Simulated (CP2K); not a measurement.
Si2W:

```
CELL_PARAMETERS angstrom
4.52671 0.00000 0.00000
2.24503 3.93077 0.00000
-3.38587 -1.96538 2.27250
ATOMIC_POSITIONS crystal
W 0.00000 0.00000 0.00000
Si 0.66530 0.66530 0.00000
Si 0.33470 0.33470 0.00000
```

Base run:

```yaml
Program: CP2K 2026.2
Functional: PBE
Dispersion: D3
Potentials_or_basis: POTENTIAL_UZH W GTH-PBE-q14, Si GTH-PBE-q4; TZVP-MOLOPT-PBE-GTH basis
Density_cutoff: 6123 eV
k_mesh: 12 × 12 × 12
Occupations: fermi-dirac, width 0.05 eV
Spin: no spin polarisation
```

Its results: band gap on the k mesh none (metal or under the smearing width); pressure -2.4 GPa; largest force 0.061 eV/Å.

Task: The run is repeated on the same cell with these changes: dispersion from D3 to D3(BJ). What comes out?

Result: Band gap on the k mesh none (metal or under the smearing width); pressure -4.5 GPa; largest force 0.057 eV/Å.

Caveats: the basis of atomic orbitals isn't converged, which shifts pressures, moduli and gaps; pairwise dispersion overbinds metals, which lowers pressure and volume.
